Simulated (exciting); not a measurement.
A run of exciting (release sodium) is set up as follows.

File input.xml:

```xml
<input>
  <title>Pd</title>
  <structure speciespath="./" tshift="false">
    <crystal scale="1">
      <basevect>0.000000000000 3.678351901584 3.678351901584</basevect>
      <basevect>3.678351901584 0.000000000000 3.678351901584</basevect>
      <basevect>3.678351901584 3.678351901584 0.000000000000</basevect>
    </crystal>
    <species speciesfile="Pd.xml" rmt="2.3">
      <atom coord="0.000000000000 0.000000000000 0.000000000000"/>
    </species>
  </structure>
  <groundstate do="fromscratch" ngridk="9 9 9" rgkmax="9" gmaxvr="14" lmaxapw="10" lmaxmat="10" lmaxvr="8" xctype="GGA_PBE_SOL" stype="Fermi Dirac" swidth="0.00183747" nempty="40" ValenceRelativity="iora*" epsengy="1e-05" epspot="1e-05" maxscl="60" outputlevel="high">
    <spin spinorb="true"/>
  </groundstate>
  <properties>
    <bandstructure>
      <plot1d>
        <path steps="80">
          <point coord="0 0 0" label="G"/>
          <point coord="0.5 0 0.5" label="X"/>
          <point coord="0.5 0.25 0.75" label="W"/>
          <point coord="0.375 0.375 0.75" label="K"/>
          <point coord="0 0 0" label="G"/>
          <point coord="0.5 0.5 0.5" label="L"/>
          <point coord="0.625 0.25 0.625" label="U"/>
          <point coord="0.5 0.25 0.75" label="W"/>
          <point coord="0.5 0.5 0.5" label="L"/>
          <point coord="0.375 0.375 0.75" label="K" breakafter="true"/>
          <point coord="0.625 0.25 0.625" label="U"/>
          <point coord="0.5 0 0.5" label="X"/>
        </path>
      </plot1d>
    </bandstructure>
    <dos nwdos="300" winddos="-0.6 0.5" inttype="tetra" ngrdos="100" nsmdos="2"/>
  </properties>
</input>
```

Potentials or basis: all-electron LAPW+lo, shipped species files, valence relativity iora*.

Launch:

```bash
$ OMP_NUM_THREADS=1 exciting_smp
```

**Question.** Estimate the band gap on the k mesh.

**Answer.** None (metal or under the smearing width).

States per cell in windows of 1 eV (zero at the Fermi level; states under -8 eV left out):
```csv
from (eV),total
-8.0,0.01
-7.0,0.07
-6.0,0.50
-5.0,1.92
-4.0,1.69
-3.0,2.04
-2.0,1.94
-1.0,1.91
0.0,0.61
1.0,0.24
2.0,0.25
3.0,0.25
4.0,0.22
5.0,0.21
6.0,0.16
7.0,0.24
```

Caveat: total energies with spin-orbit coupling aren't reliable in this program, so none is listed and the log's shouldn't be used.
